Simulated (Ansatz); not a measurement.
# Cu: the cost of one run

Computed with Ansatz 0.2.0 (DFT PBE, scalar-relativistic, plane waves, PAW, unless a step's input says otherwise).

2 further runs of the same task are left out: 2 set aside as unsound or not needed.

## Step 1: The system as given

The structure is cubic, space group Fm-3m (No. 225). The conventional cell has a = 3.630 Å, b = 3.630 Å, c = 3.630 Å, α = 90.00°, β = 90.00°, γ = 90.00°. Around Cu (site symmetry m-3m) lie 12 Cu at 2.57 Å.

Structure file:

```cif
data_structure
_symmetry_space_group_name_H-M 'P 1'
_symmetry_Int_Tables_number 1
_cell_length_a 2.5666
_cell_length_b 2.5666
_cell_length_c 2.5666
_cell_angle_alpha 60.000
_cell_angle_beta 60.000
_cell_angle_gamma 60.000
_cell_volume 11.96
loop_
_atom_site_label
_atom_site_type_symbol
_atom_site_fract_x
_atom_site_fract_y
_atom_site_fract_z
_atom_site_occupancy
Cu1 Cu 0.00000 0.00000 0.00000 1
```

It is the result of an earlier relaxation at this level (volume 11.96 Å³/atom; gap on the mesh: none (metal)).

## Step 2: Building the [110] wire, 6 host atoms a period

The wire is cut from the relaxed crystal, periodic along c with vacuum across. Atoms and period relax; energies count from the bulk, -6625.1752 eV an atom.

The cell holds 6 Cu: a = 12.800 Å, b = 12.900 Å, c = 2.567 Å, α = 90.00°, β = 90.00°, γ = 90.00°.

## Step 3: Relaxing it

Pressure and volume refer to the whole cell with its vacuum; only the period along c may change.

Input file input.yaml:

```yaml
crystal:
  lattice:
    - [12.8, 0.0, 0.0]
    - [0.0, 12.9, 0.0]
    - [0.0, 0.0, 2.5666196361]
  atoms:
    - { symbol: Cu, position: [0.6503878693, 0.5, 0.0] }
    - { symbol: Cu, position: [0.5501292898, 0.6406879186, 0.5] }
    - { symbol: Cu, position: [0.5501292898, 0.3593120814, 0.5] }
    - { symbol: Cu, position: [0.3496121307, 0.6406879186, 0.5] }
    - { symbol: Cu, position: [0.3496121307, 0.3593120814, 0.5] }
    - { symbol: Cu, position: [0.4498707102, 0.5, 1.0] }
basis:
  ecutwfc: 420
kpoints:
  mp_grid: { grid: [1, 1, 21] }
hamiltonian:
  xc: pbe
scf:
  occupations: { method: gaussian, width: 0.05 }
output:
  forces: true
  stress: true
  eigenvalues: true
  populations: true
  write_density: true
  write_potential: true
  elf: true
  volumetric_format: npy
relax:
  adjacent_minimum: "off"
  f_tol: 0.02
  max_steps: 45
  cell: { fix: [a, b, alpha, beta, gamma], stress_tol: 0.03 }
```

On the command line:

```
$ ansatz run input.yaml --threads 4 --pin off --max-ram 11264MiB --backend cpu --events-out ev --progress --plain --runs-dir out
```

**Question.** How long does this run take on 4 threads of Arm Neoverse V2, shared host, and how much memory does it need?

About 2 min, with a peak of 1 GiB.
